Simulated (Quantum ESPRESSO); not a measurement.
# NiO (Fm-3m) in Quantum ESPRESSO: convergence with wavefunction cutoff

Aim: find how far wavefunction cutoff must go before the results for NiO settle, at PBE. This setting moves, with any that are tied to it; all else stays.

All numbers are computed with Quantum ESPRESSO 7.5; they aren't measurements. Logs are shortened: lines on timing, memory, paths and dates and some standing lists are left out, and cuts for length are marked.

## (1) Starting point

Symmetry: Fm-3m, No. 225, cubic system. The conventional cell has a = 4.172 Å, b = 4.172 Å, c = 4.172 Å, α = 90.00°, β = 90.00°, γ = 90.00°. Ni (site symmetry m-3m) is surrounded by 6 O at 2.09 Å. O (site symmetry m-3m) has 6 Ni at 2.09 Å as nearest neighbours.

## (2) With wavefunction cutoff 39 Ry

Contents of pw.in:

```
&CONTROL
  calculation = 'scf'
  prefix = 'pwscf'
  outdir = './tmp'
  pseudo_dir = './pseudo'
  tprnfor = .true.
  tstress = .true.
  disk_io = 'nowf'
/
&SYSTEM
  ibrav = 0
  nat = 2
  ntyp = 2
  ecutwfc = 39
  nbnd = 44
  occupations = 'smearing'
  smearing = 'mv'
  degauss = 0.00734986
  noncolin = .true.
  lspinorb = .true.
  starting_magnetization(1) = 0.0556
  angle1(1) = 90
  angle2(1) = 0
  starting_magnetization(2) = 0
/
&ELECTRONS
  conv_thr = 4d-10
  electron_maxstep = 120
  mixing_beta = 0.3
/
ATOMIC_SPECIES
Ni    58.6934 Ni.upf
O     15.9990 O.upf
CELL_PARAMETERS angstrom
   0.0000000000    2.0859016414    2.0859016414
   2.0859016414    0.0000000000    2.0859016414
   2.0859016414    2.0859016414    0.0000000000
ATOMIC_POSITIONS crystal
Ni     0.0000000000    0.0000000000    0.0000000000
O      0.5000000000    0.5000000000    0.5000000000
K_POINTS automatic
4 4 4 0 0 0
```

Potentials or basis: PseudoDojo 0.4 FR PBE standard.

Run with:

```sh
$ OMP_NUM_THREADS=1 pw.x -in pw.in > pw.out
```

pw.out:

```text
This program is part of the open-source Quantum ESPRESSO suite
     for quantum simulation of materials; please cite
         "P. Giannozzi et al., J. Phys.:Condens. Matter 21 395502 (2009);
         "P. Giannozzi et al., J. Phys.:Condens. Matter 29 465901 (2017);
         "P. Giannozzi et al., J. Chem. Phys. 152 154105 (2020);
     in publications or presentations arising from this work. More details at

     Fixed quantization axis for GGA:     1.000000    0.000000    0.000000
     Message from routine setup:
     using ibrav=0 with symmetry is DISCOURAGED, use correct ibrav instead

     G-vector sticks info
     --------------------
     sticks:   dense  smooth     PW     G-vecs:    dense   smooth      PW
     Sum         337     337    109                 4015     4015     749

     Using Slab Decomposition

     bravais-lattice index     =            0
     lattice parameter (alat)  =       5.5745  a.u.
     unit-cell volume          =     122.4921 (a.u.)^3
     number of atoms/cell      =            2
     number of atomic types    =            2
     number of electrons       =        24.00
     number of Kohn-Sham states=           44
     kinetic-energy cutoff     =      39.0000  Ry
     charge density cutoff     =     156.0000  Ry
     scf convergence threshold =      4.0E-10
     mixing beta               =       0.3000
     number of iterations used =            8  plain     mixing
     Exchange-correlation= PBE
                           (   1   4   3   4   0   0   0)
     Noncollinear calculation with spin-orbit

     celldm(1)=   5.574523  celldm(2)=   0.000000  celldm(3)=   0.000000
     celldm(4)=   0.000000  celldm(5)=   0.000000  celldm(6)=   0.000000

     crystal axes: (cart. coord. in units of alat)
               a(1) = (   0.000000   0.707107   0.707107 )
               a(2) = (   0.707107   0.000000   0.707107 )
               a(3) = (   0.707107   0.707107   0.000000 )

     reciprocal axes: (cart. coord. in units 2 pi/alat)
               b(1) = ( -0.707107  0.707107  0.707107 )
               b(2) = (  0.707107 -0.707107  0.707107 )
               b(3) = (  0.707107  0.707107 -0.707107 )

     PseudoPot. # 1 for Ni read from file:
     Ni.upf
     Pseudo is Norm-conserving + core correction, Zval = 18.0
     Generated using ONCVPSP code by D. R. Hamann
     Using radial grid of 1372 points, 10 beta functions with:
                l(1) =   0
                l(2) =   0
                l(3) =   1
                l(4) =   1
                l(5) =   1
                l(6) =   1
                l(7) =   2
                l(8) =   2
                l(9) =   2
               l(10) =   2

     PseudoPot. # 2 for O  read from file:
     O.upf
     Pseudo is Norm-conserving + core correction, Zval =  6.0
     Generated using ONCVPSP code by D. R. Hamann
     Using radial grid of  936 points,  8 beta functions with:
                l(1) =   0
                l(2) =   0
                l(3) =   1
                l(4) =   1
                l(5) =   1
                l(6) =   1
                l(7) =   2
                l(8) =   2

[... 204 lines left out ...]

 ==============================================================================

 ==============================================================================
     atom number    2 relative position :    0.7071   0.7071   0.7071
     charge :     5.601059  (integrated on a sphere of radius 0.292)
     magnetization :          0.190062   -0.000000    0.000000
     magnetization/charge:    0.033933   -0.000000    0.000000
     polar coord.: r, theta, phi [deg] :     0.190062   90.000000   -0.000000

 ==============================================================================

     End of self-consistent calculation

          k = 0.0000 0.0000 0.0000 (   531 PWs)   bands (ev):

  -102.1353-101.1508 -58.8751 -58.5293 -57.0582 -56.4931 -56.1448 -55.8662
    -5.8885  -5.5764  11.2210  11.2694  11.2874  11.3463  11.3870  11.9356
    11.9503  11.9664  11.9953  12.0275  12.0688  12.2974  12.3116  12.3254
    13.4418  13.4421  15.9179  16.2088  33.3677  33.3882  35.0835  35.0949
    35.1074  35.2592  35.2755  35.2879  36.5465  36.6357  36.8313  37.0684
    37.1565  37.2240  42.4114  42.4122

          k = 0.1768 0.1768-0.1768 (   510 PWs)   bands (ev):

  -102.1209-101.1373 -58.3235 -57.9593 -56.5227 -55.9507 -55.6342 -55.2506
    -5.2656  -4.9433   8.6375   8.9734   9.7726   9.7943  10.6693  10.6857
    12.6536  12.6613  12.9035  13.4852  13.5129  13.5883  14.2746  14.2862
    15.7889  15.7915  19.0002  19.3082  27.5335  27.7753  31.4376  31.5103
    31.7623  31.8329  35.6541  35.8561  38.3198  38.3206  38.5788  38.5795
    43.9924  44.1677  47.3111  47.3464

          k =-0.3536-0.3536 0.3536 (   502 PWs)   bands (ev):

  -102.1136-101.1320 -58.0933 -57.7356 -56.3158 -55.7414 -55.4103 -55.0655
    -4.5196  -4.1822   6.6381   6.9275   8.9188   8.9336   9.8587   9.8704
    13.6197  13.6343  13.7427  14.4305  14.4996  14.5241  15.5823  15.5961
    17.1295  17.1336  20.6704  20.8191  24.8756  25.3063  28.8503  28.9207
    29.1233  29.1917  37.1254  37.3765  41.7599  41.9698  42.6445  42.6651
    42.9192  42.9408  43.7075  43.7351

          k = 0.3536 0.0000 0.0000 (   504 PWs)   bands (ev):

  -102.1156-101.1335 -58.1781 -57.7647 -56.4293 -55.8002 -55.3789 -55.2258
    -5.1419  -4.8095   8.1491   8.7870  10.7189  10.7592  11.1158  11.1534
    11.5194  12.1804  12.2892  13.3599  14.0711  14.1397  14.4396  14.7714
    14.8410  15.0837  20.1793  20.6928  27.7634  28.0886  29.8445  30.0154
    31.7167  31.8339  31.9802  32.0946  43.5992  43.6399  43.9336  44.3510
    44.9775  45.1023  45.3075  45.4333

          k =-0.1768-0.5303 0.5303 (   504 PWs)   bands (ev):

  -102.1150-101.1326 -58.2205 -57.7597 -56.4594 -55.7834 -55.4580 -55.1086
    -4.5165  -4.1606   7.7217   8.0374   9.0058   9.5055   9.5909  10.3101
    12.3139  13.0664  13.7196  13.9041  14.0518  14.1538  14.4862  14.6977
    15.8134  15.9052  22.0792  22.4647  24.7283  25.0197  27.2705  27.5321
    30.4144  30.7035  34.8804  35.1360  42.6471  42.8222  44.0088  44.2991
    44.5250  44.7366  46.4371  46.7898

          k = 0.0000-0.3536 0.3536 (   500 PWs)   bands (ev):

  -102.1126-101.1303 -58.1021 -57.6724 -56.3254 -55.7478 -55.2759 -55.0901
    -4.6536  -4.3109   7.5904   8.0071   9.1494   9.4197   9.7684  10.1327
    12.9802  13.3477  13.7114  13.7941  13.9406  14.5124  14.6204  15.3368
    15.3733  16.9418  22.0554  22.4059  25.4555  25.7964  26.7702  26.9985
    30.1722  30.4913  37.8764  38.0183  39.8665  40.1336  40.8711  41.1326
    44.3357  44.5676  47.7592  48.1756
[... 21 lines left out ...]
  -102.1156-101.1335 -58.1410 -57.8267 -56.3581 -55.8110 -55.4928 -55.1474
    -5.1419  -4.8095   8.1499   8.7872  10.7379  10.7380  11.1357  11.1361
    11.5240  12.1511  12.3089  13.3591  14.1037  14.1172  14.4302  14.8028
    14.8079  15.0892  20.1794  20.6929  27.7639  28.0888  29.8445  30.0148
    31.7629  31.7631  32.0495  32.0499  43.5992  43.6396  43.9329  44.3512
    45.0278  45.0283  45.3817  45.3821

          k =-0.5303 0.5303-0.1768 (   504 PWs)   bands (ev):

  -102.1150-101.1326 -58.1707 -57.8463 -56.3483 -55.8305 -55.5376 -55.0562
    -4.5165  -4.1606   7.7219   8.0375   9.0061   9.5052   9.5904  10.3099
    12.3143  13.0646  13.7177  13.8938  14.0657  14.1570  14.4898  14.6906
    15.8135  15.9059  22.0792  22.4647  24.7284  25.0197  27.2706  27.5319
    30.4142  30.7035  34.8803  35.1357  42.6471  42.8224  44.0094  44.2994
    44.5249  44.7366  46.4368  46.7897

          k =-0.3536 0.3536 0.0000 (   500 PWs)   bands (ev):

  -102.1126-101.1303 -58.0691 -57.7286 -56.2670 -55.7261 -55.4106 -55.0123
    -4.6536  -4.3109   7.5903   8.0068   9.1483   9.4199   9.7688  10.1326
    12.9760  13.3572  13.7143  13.7810  13.9542  14.5030  14.6223  15.3354
    15.3741  16.9422  22.0554  22.4057  25.4553  25.7963  26.7700  26.9989
    30.1718  30.4913  37.8765  38.0186  39.8664  40.1334  40.8716  41.1329
    44.3356  44.5675  47.7595  48.1754

          k = 0.0000-0.0000-0.7071 (   492 PWs)   bands (ev):

  -102.1071-101.1242 -57.8476 -57.5599 -56.0661 -55.5489 -55.2485 -54.8400
    -4.4941  -4.1189   8.2406   8.4899  10.6988  10.6990  11.0247  11.0250
    11.0702  11.6793  13.1299  13.2852  14.2756  14.2897  15.0528  15.0694
    15.3112  15.4618  20.0714  20.4744  25.9184  26.1922  28.6519  28.8790
    31.9087  31.9091  32.2410  32.2413  44.9401  45.4452  46.9648  47.0746
    48.2043  48.2044  48.2918  48.2920

          k = 0.3536-0.0000-0.7071 (   516 PWs)   bands (ev):

  -102.1225-101.1394 -58.3821 -58.2691 -56.5152 -56.0817 -55.9784 -55.3116
    -4.3918  -4.0221   8.6131   8.7370   8.7382   9.0518   9.0555   9.3702
    12.6457  12.6903  12.7584  13.3613  13.4395  13.6418  13.6971  14.4486
    14.8495  15.3936  22.6470  23.1138  26.1226  26.1515  26.3778  26.4047
    28.1899  28.4824  37.8128  37.8458  38.0264  38.0577  46.6480  47.1684
    47.2844  47.6367  47.9550  48.0257

     the Fermi energy is    15.1714 ev

!    total energy              =    -362.84858569 Ry
     estimated scf accuracy    <          3.3E-11 Ry
     smearing contrib. (-TS)   =       0.00010544 Ry
     internal energy E=F+TS    =    -362.84869114 Ry

     The total energy is F=E-TS. E is the sum of the following terms:
     one-electron contribution =    -171.57034816 Ry
     hartree contribution      =      97.50441571 Ry
     xc contribution           =     -49.55945116 Ry
     ewald contribution        =    -239.22330753 Ry

     total magnetization       =     1.37     0.00     0.00 Bohr mag/cell
     absolute magnetization    =     1.38 Bohr mag/cell

     convergence has been achieved in  14 iterations

     Forces acting on atoms (cartesian axes, Ry/au):

     atom    1 type  1   force =     0.00000000    0.00000000   -0.00000000
     atom    2 type  2   force =     0.00000000   -0.00000000    0.00000000

     Total force =     0.000000     Total SCF correction =     0.000000

     Computing stress (Cartesian axis) and pressure

          total   stress  (Ry/bohr**3)                   (kbar)     P=   -18339.68
  -0.12466503  -0.00000000  -0.00000000       -18338.86       -0.00       -0.00
   0.00000000  -0.12467344  -0.00000000            0.00   -18340.10       -0.00
  -0.00000000   0.00000000  -0.12467344           -0.00        0.00   -18340.10

=------------------------------------------------------------------------------=
   JOB DONE.
=------------------------------------------------------------------------------=
```

It took 11 s on 1 thread of Intel Xeon Platinum 8488C (Sapphire Rapids), shared host; peak memory 0.05 GiB.

What came out:

| Item | Value |
| --- | --- |
| Free energy | -4936.8065 eV |
| Pressure | -1834.0 GPa |
| Band gap on the k mesh | none (metal or under the smearing width) |
| Net moment | 1.37 μB per cell |
| Absolute moment | 1.38 μB per cell |

## (3) With wavefunction cutoff 49 Ry

Changes to pw.in since step 2:

```diff
@@ -13,3 +13,3 @@
   ntyp = 2
-  ecutwfc = 39
+  ecutwfc = 49
   nbnd = 44
```

Potentials or basis: PseudoDojo 0.4 FR PBE standard.

Run with:

```sh
$ OMP_NUM_THREADS=1 pw.x -in pw.in > pw.out
```

It took 11 s on 1 thread of Intel Xeon Platinum 8488C (Sapphire Rapids), shared host; peak memory 0.06 GiB.

What came out:

* Free energy: -4988.9651 eV
* Pressure: -904.7 GPa
* Band gap on the k mesh: none (metal or under the smearing width)
* Net moment: 1.37 μB per cell
* Absolute moment: 1.37 μB per cell

## (4) With wavefunction cutoff 59 Ry

Changes to pw.in since step 3:

```diff
@@ -13,3 +13,3 @@
   ntyp = 2
-  ecutwfc = 49
+  ecutwfc = 59
   nbnd = 44
```

Run with:

```sh
$ OMP_NUM_THREADS=1 pw.x -in pw.in > pw.out
```

It took 17 s on 1 thread of Intel Xeon Platinum 8488C (Sapphire Rapids), shared host; peak memory 0.07 GiB.

Results:

```
Free energy            : -5007.9215 eV
Pressure               : -330.3 GPa
Band gap on the k mesh : none (metal or under the smearing width)
Net moment             : 1.37 μB per cell
Absolute moment        : 1.38 μB per cell
```

## (5) With wavefunction cutoff 69 Ry

Changes to pw.in since step 4:

```diff
@@ -13,3 +13,3 @@
   ntyp = 2
-  ecutwfc = 59
+  ecutwfc = 69
   nbnd = 44
```

Run with:

```sh
$ OMP_NUM_THREADS=1 pw.x -in pw.in > pw.out
```

Run time: 19 s. Hardware: 1 thread of Intel Xeon Platinum 8488C (Sapphire Rapids), shared host; peak memory 0.08 GiB.

Results:

- Free energy: -5012.9682 eV
- Pressure: -85.7 GPa
- Band gap on the k mesh: none (metal or under the smearing width)
- Net moment: 1.38 μB per cell
- Absolute moment: 1.38 μB per cell

## (6) With wavefunction cutoff 78 Ry

Changes to pw.in since step 5:

```diff
@@ -13,3 +13,3 @@
   ntyp = 2
-  ecutwfc = 69
+  ecutwfc = 78
   nbnd = 44
```

Potentials or basis: PseudoDojo 0.4 FR PBE standard.

Run with:

```sh
$ OMP_NUM_THREADS=1 pw.x -in pw.in > pw.out
```

Run time: 22 s. Hardware: 1 thread of Intel Xeon Platinum 8488C (Sapphire Rapids), shared host; peak memory 0.09 GiB.

Results (log left out):

| Quantity | Value |
| --- | --- |
| Free energy | -5013.9278 eV |
| Pressure | -15.7 GPa |
| Band gap on the k mesh | none (metal or under the smearing width) |
| Net moment | 1.38 μB per cell |
| Absolute moment | 1.39 μB per cell |

## (7) With wavefunction cutoff 88 Ry

Changes to pw.in since step 6:

```diff
@@ -13,3 +13,3 @@
   ntyp = 2
-  ecutwfc = 78
+  ecutwfc = 88
   nbnd = 44
```

Run with:

```sh
$ OMP_NUM_THREADS=1 pw.x -in pw.in > pw.out
```

It took 35 s on 1 thread of Intel Xeon Platinum 8488C (Sapphire Rapids), shared host; peak memory 0.1 GiB.

Results (log left out):

```
Free energy            : -5014.0748 eV
Pressure               : 0.0 GPa
Band gap on the k mesh : none (metal or under the smearing width)
Net moment             : 1.38 μB per cell
Absolute moment        : 1.39 μB per cell
```

## (8) With wavefunction cutoff 98 Ry

Changes to pw.in since step 7:

```diff
@@ -13,3 +13,3 @@
   ntyp = 2
-  ecutwfc = 88
+  ecutwfc = 98
   nbnd = 44
```

Run with:

```sh
$ OMP_NUM_THREADS=1 pw.x -in pw.in > pw.out
```

It took 34 s on 1 thread of Intel Xeon Platinum 8488C (Sapphire Rapids), shared host; peak memory 0.11 GiB.

The run converged. Its results:

```yaml
Free_energy: -5014.0836 eV
Pressure: 1.6 GPa
Band_gap_on_the_k_mesh: none (metal or under the smearing width)
Net_moment: 1.38 μB per cell
Absolute_moment: 1.39 μB per cell
```

## (9) With wavefunction cutoff 118 Ry

Changes to pw.in since step 8:

```diff
@@ -13,3 +13,3 @@
   ntyp = 2
-  ecutwfc = 98
+  ecutwfc = 118
   nbnd = 44
```

Potentials or basis: PseudoDojo 0.4 FR PBE standard.

Run with:

```sh
$ OMP_NUM_THREADS=1 pw.x -in pw.in > pw.out
```

Run time: 51 s. Hardware: 1 thread of Intel Xeon Platinum 8488C (Sapphire Rapids), shared host; peak memory 0.14 GiB.

Results (log left out):

* Free energy: -5014.0845 eV
* Pressure: 1.6 GPa
* Band gap on the k mesh: none (metal or under the smearing width)
* Net moment: 1.38 μB per cell
* Absolute moment: 1.39 μB per cell

## (10) With wavefunction cutoff 147 Ry

Changes to pw.in since step 9:

```diff
@@ -13,3 +13,3 @@
   ntyp = 2
-  ecutwfc = 118
+  ecutwfc = 147
   nbnd = 44
```

Run with:

```sh
$ OMP_NUM_THREADS=1 pw.x -in pw.in > pw.out
```

It took 78 s on 1 thread of Intel Xeon Platinum 8488C (Sapphire Rapids), shared host; peak memory 0.19 GiB.

It converged, with:

| Property | Result |
| --- | --- |
| Free energy | -5014.0852 eV |
| Pressure | 1.6 GPa |
| Band gap on the k mesh | none (metal or under the smearing width) |
| Net moment | 1.38 μB per cell |
| Absolute moment | 1.39 μB per cell |

## (11) The series at a glance

```
wavefunction cutoff  energy less the tightest run, at zero smearing (meV/atom)  pressure (GPa)  absolute moment (μB)  SCF cycles  CPU time (s)  peak memory (GiB)
              39 Ry                                                   38639.32        -1833.97                  1.38          14            11               0.05
              49 Ry                                                   12560.00         -904.68                  1.37          13            11               0.06
              59 Ry                                                    3081.81         -330.33                  1.38          12            17               0.07
              69 Ry                                                     558.47          -85.69                  1.38          12            19               0.08
              78 Ry                                                      78.66          -15.73                  1.39          13            22               0.09
              88 Ry                                                       5.15            0.04                  1.39          13            35                0.1
              98 Ry                                                       0.76            1.59                  1.39          13            34               0.11
             118 Ry                                                       0.32            1.61                  1.39          13            51               0.14
             147 Ry                                                       0.00            1.62                  1.39          13            78               0.19
```

Against the tightest run, the energy stays within 1 meV/atom from 98 Ry on; the pressure stays within 0.1 GPa from 98 Ry on; the absolute moment stays within 0.02 μB from 39 Ry on. The tightest run that finished is the yardstick and may itself not be fully converged.

Caveats: all runs use coarse meshes; non-collinear GGA energies in this program can be off by tens of meV an atom and hang on the start; a cell with one magnetic atom can't hold antiferromagnetic order, which such compounds often take; semilocal functionals often make such compounds metallic where correlation or magnetic order opens a gap, which also shifts bond lengths.
